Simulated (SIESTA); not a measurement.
WC (Qusongite) under changes of volume

One of the cells (10.584 Å³/atom); the others are scaled copies at fixed shape and fractional positions:

```
CELL_PARAMETERS angstrom
2.92575 0.00000 0.00000
-1.46287 2.53377 0.00000
0.00000 0.00000 2.85539
ATOMIC_POSITIONS crystal
W 0.00000 0.00000 0.00000
C 0.66667 0.33333 0.50000
```

- Program: SIESTA 5.4.2
- Functional: PBEsol
- Potentials or basis: PseudoDojo 0.4 standard (PBEsol files)
- Basis: DZP (energy shift 0.003 Ry; two zetas on semicore shells)
- Grid cutoff: 800 Ry
- Energy shift: 0.003 Ry
- k mesh: 10 × 10 × 9
- Occupations: fermi-dirac, width 0.05 eV
- Spin: no spin polarisation

```tsv
volume (Å³/atom)	energy over the lowest point (meV/atom)	pressure (GPa)
9.754	62.57	32.0
9.961	28.26	21.2
10.169	7.32	11.3
10.584	0.00	-5.2
10.791	11.41	-12.3
10.999	?	?
```

Question: What does the run at 10.999 Å³/atom give?

Answer: Energy over the lowest point 31.60 meV/atom; pressure -18.7 GPa.

Worked out: A Birch-Murnaghan fit of order 3 (a polynomial in V^(-2/3)) to the other rows has its minimum at 10.44 Å³/atom with B0 = V·E''(V) = 403 GPa and B' = 4.4 at fixed shape and positions, which overstates the stiffness. It gives 31.52 meV/atom at 10.999 Å³/atom, against the run's 31.60, and -dE/dV = -18.6 GPa, against -18.7.

Energies are extrapolated to zero smearing.

Caveats: short orbitals over semicore shells can move pressures by several GPa; the basis of atomic orbitals isn't converged, which shifts pressures, moduli and gaps.
